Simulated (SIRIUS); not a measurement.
# Al2Cu (P1) in SIRIUS: single point with PBE

Aim: the single point of Al2Cu with PBE.

Everything below comes from runs of SIRIUS 7.10.0. Logs are shortened: lines on timing, memory, paths and dates and some standing lists are left out, and cuts for length are marked. The log counts tension as positive stress, the text compression.

**1. The cell of the first run**

The typed cell holds 3 atoms: a = 4.105 Å, b = 4.105 Å, c = 2.891 Å, α = 90.00°, β = 90.00°, γ = 90.00°.

The cell comes from a database or a generator and needn't be the stable form of this composition.

**2. Single point, PBE (atoms moved at random, drawn with an rms of 0.05 Å)**

File sirius.json:

```json
{
  "control": {
    "processing_unit": "cpu",
    "verbosity": 2,
    "num_bands_to_print": 20,
    "print_forces": true,
    "print_stress": true
  },
  "parameters": {
    "electronic_structure_method": "pseudopotential",
    "xc_functionals": ["XC_GGA_X_PBE", "XC_GGA_C_PBE"],
    "gk_cutoff": 9.6,
    "pw_cutoff": 19.2,
    "ngridk": [7, 7, 9],
    "shiftk": [0, 0, 0],
    "smearing": "fermi_dirac",
    "smearing_width": 0.0018374661,
    "num_bands": 20,
    "num_mag_dims": 0,
    "num_dft_iter": 100,
    "energy_tol": 1e-08,
    "density_tol": 1e-06
  },
  "iterative_solver": {
    "type": "davidson",
    "min_tolerance": 1e-09,
    "tolerance_scale": [0.1, 0.25]
  },
  "mixer": {
    "type": "anderson",
    "beta": 0.7,
    "max_history": 8
  },
  "settings": {
    "tol_ne": 1e-10,
    "pseudo_grid_cutoff": 6.5
  },
  "unit_cell": {
    "lattice_vectors": [
      [7.757669671743, 0.0, 0.0],
      [0.0, 7.757669671743, 0.0],
      [0.0, 0.0, 5.46378971057]
    ],
    "atom_coordinate_units": "lattice",
    "atom_types": ["Al", "Cu"],
    "atom_files": {
      "Al": "Al.json",
      "Cu": "Cu.json"
    },
    "atoms": {
      "Al": [
        [0.507583, 0.995705, 0.321688],
        [0.084987, 0.518653, 0.532056]
      ],
      "Cu": [
        [0.918842, 0.97899, 0.114431]
      ]
    }
  }
}
```

Potentials or basis: PseudoDojo 0.4.1 PBE standard (scalar relativistic).

Run with:

```
$ upf_to_json Al.upf
$ upf_to_json Cu.upf
$ OMP_NUM_THREADS=1 sirius.scf --input=sirius.json --output=out.json --task=0
```

What it wrote:

```text
[info] SIRIUS version : 7.10.0
[info] number of MPI ranks           : 1
[info] MPI grid                      : 1 1
[info] maximum number of OMP threads : 1
[fft] FFT context for density and potential
[fft] =====================================
[fft]   comm size                             : 1
[fft]   plane wave cutoff                     : 19.2
[fft]   grid size                             : 50 50 36   total : 90000
[fft]   grid limits                           : -24 25   -24 25   -17 18
[fft]   number of G-vectors within the cutoff : 19607
[fft]   local number of G-vectors             : 19607
[fft]   number of G-shells                    : 2841
[fft] FFT context for coarse grid
[fft] =====================================
[fft]   comm size                             : 1
[fft]   plane wave cutoff                     : 19.2
[fft]   grid size                             : 50 50 36   total : 90000
[fft]   grid limits                           : -24 25   -24 25   -17 18
[fft]   number of G-vectors within the cutoff : 19607
[fft]   local number of G-vectors             : 19607
[fft]   number of G-shells                    : 2841
[unit cell] lattice vectors
[unit cell]   a1 :       7.7576696717      0.0000000000      0.0000000000
[unit cell]   a2 :       0.0000000000      7.7576696717      0.0000000000
[unit cell]   a3 :       0.0000000000      0.0000000000      5.4637897106
[unit cell] reciprocal lattice vectors
[unit cell]   b1 :       0.8099320509      0.0000000000      0.0000000000
[unit cell]   b2 :       0.0000000000      0.8099320509      0.0000000000
[unit cell]   b3 :       0.0000000000      0.0000000000      1.1499683626
[unit cell] unit cell volume :       328.81872573 [a.u.^3]
[unit cell] 1/sqrt(omega)    :         0.05514698
[unit cell] MT volume        :         0.00000000 ( 0.00%)
[unit cell] IT volume        :       328.81872573 (100.00%)
[unit cell] number of atom types : 2
[unit cell] type id : 0 symbol : Al mt_radius :  18.750000 num_atoms : 2
[unit cell] type id : 1 symbol : Cu mt_radius :  14.910000 num_atoms : 1
[unit cell] total number of atoms : 3
[unit cell] number of symmetry classes : 3
[unit cell] number of PAW atoms : 0
[unit cell] atom id  type id  class id             position                      vector_field
[unit cell] ------------------------------------------------------------------------------------------
[unit cell]      0        0        0      0.50758   0.99570   0.32169      0.00000   0.00000   0.00000
[unit cell]      1        0        1      0.08499   0.51865   0.53206      0.00000   0.00000   0.00000
[unit cell]      2        1        2      0.91884   0.97899   0.11443      0.00000   0.00000   0.00000
[unit cell] atom id         position (Cartesian, a.u.)
[unit cell] ---------------------------------------------
[unit cell]      0       3.937661    7.724350    1.757636
[unit cell]      1       0.659301    4.023539    2.907042
[... 339 lines left out ...]
[find] Hartree energy of density residual : 9.407379050792e-11
[find] bands are converged : true
[find] iterative solver converged : true
[find] converged after 12 SCF iterations!
[find] Charges and magnetic moments
[find] --------------------------------------------------------------------------------
[find] total charge          : 25.000000
[find] Energy
[find] --------------------------------------------------------------------------------
[find] valence_eval_sum               :     -18.44329181
[find] <rho|V^{XC}>                   :     -26.32115862
[find] <rho|E^{XC}>                   :     -25.52200584
[find] <mag|B^{XC}>                   :       0.00000000
[find] <rho|V^{H}>                    :     186.71994200
[find] one-electron contribution      :    -178.84207518 (Ha),    -357.68415035 (Ry)
[find] hartree contribution           :      93.35997100
[find] xc contribution                :     -25.52200584
[find] ewald contribution             :     -83.14595742
[find] PAW contribution               :       0.00000000
[find] smearing (-TS)                 :      -0.00040523
[find] SCF correction                 :      -0.00003914
[find] Total energy                   :    -194.15010658 (Ha),    -388.30021316 (Ry)
[find] Free energy (E-TS)             :    -194.15051181 (Ha),    -388.30102363 (Ry)
[find] band gap (eV)                  :       0.00000000
[find] Efermi                         :       0.34314775
[ground_state] === stress tensor components [kbar] ===
[ground_state] === stress_kin ===
[ground_state] -52720.999956  -55.230214  -40.649238
[ground_state]   -55.230214-52991.357118    1.209067
[ground_state]   -40.649238    1.209067-53075.155904
[ground_state] === stress_har ===
[ground_state] -22418.427188  221.325394   47.437353
[ground_state]   221.325394-20475.789918   15.862112
[ground_state]    47.437353   15.862112-40639.493196
[ground_state] === stress_ewald ===
[ground_state] 27582.500654  889.723208 1402.200877
[ground_state]   889.72320835261.048596  148.823781
[ground_state]  1402.200877  148.82378111551.185942
[ground_state] === stress_vloc ===
[ground_state] 19598.146622-1052.335286-1212.167904
[ground_state] -1052.33528610721.165713 -150.528649
[ground_state] -1212.167904 -150.52864954559.026584
[ground_state] === stress_xc ===
[ground_state]   953.475486    1.438322    2.943383
[ground_state]     1.438322  964.176684    0.206878
[ground_state]     2.943383    0.206878  963.619828
[ground_state] === stress_core ===
[ground_state]  5721.165525   -0.514967   -2.704235
[ground_state]    -0.514967 5715.315420   -0.585760
[ground_state]    -2.704235   -0.585760 5713.607938
[ground_state] === stress_nonloc ===
[ground_state] 20737.779117   20.518137    3.887055
[ground_state]    20.51813720796.462173    4.385740
[ground_state]     3.887055    4.38574020876.448441
[ground_state] === stress_us_nl ===
[ground_state] 20737.779117   20.518137    3.887055
[ground_state]    20.51813720796.462173    4.385740
[ground_state]     3.887055    4.38574020876.448441
[ground_state] === stress_total ===
[ground_state]  -546.359741   24.924593  200.947291
[ground_state]    24.924593   -8.978449   19.373169
[ground_state]   200.947291   19.373169  -50.760366
[ground_state] ==== total Forces in Ha/bohr =====
[ground_state] atom:    0, force:      -0.1721087      0.0118660      0.0735667
[ground_state] atom:    1, force:      -0.0078542     -0.0225143      0.0111492
[ground_state] atom:    2, force:       0.1799561      0.0106464     -0.0847150
[ground_state] ==== ultrasoft contribution from Qij =====
[ground_state] atom:    0, force:       0.0000000      0.0000000      0.0000000
[ground_state] atom:    1, force:       0.0000000      0.0000000      0.0000000
[ground_state] atom:    2, force:       0.0000000      0.0000000      0.0000000
[ground_state] ==== non-local contribution from Beta-projector =====
[ground_state] atom:    0, force:      -0.1869688      0.0163777      0.1023022
[ground_state] atom:    1, force:      -0.0319664     -0.0434511      0.0352813
[ground_state] atom:    2, force:      -0.2785831      0.0240447      0.0878931
[ground_state] ==== contribution from local potential =====
[ground_state] atom:    0, force:       2.5088816     -0.2491505     -0.8848556
[ground_state] atom:    1, force:      -1.0830806      0.7219755     -0.3080474
[ground_state] atom:    2, force:      -0.9566314     -0.4717554      0.9822620
[ground_state] ==== contribution from core density =====
[ground_state] atom:    0, force:       0.0150204     -0.0014468     -0.0078924
[ground_state] atom:    1, force:       0.0020597      0.0037981     -0.0030894
[ground_state] atom:    2, force:       0.0112585     -0.0003851     -0.0038473
[ground_state] ==== Ewald forces from ions =====
[ground_state] atom:    0, force:      -2.5090417      0.2460859      0.8640126
[ground_state] atom:    1, force:       1.1051329     -0.7048372      0.2870046
[ground_state] atom:    2, force:       1.4039088      0.4587513     -1.1510172
[~DFT_ground_state] local op. applied: 135092
[~DFT_ground_state] evp. work count: 28441.7
[~DFT_ground_state] number of iterative solver steps: 10415
```

It took 10 min on 1 thread of Arm Neoverse V1, shared host; peak memory 2.4 GiB.

What came out:

```
Free energy            : -5283.1046 eV
Pressure               : 20.2 GPa
Largest force          : 10.242 eV/Å
Band gap on the k mesh : none (metal or under the smearing width)
```

Forces on the atoms (eV/Å):
```
Al  -8.850  0.610  3.783
Al  -0.404 -1.158  0.573
Cu   9.254  0.547 -4.356
```
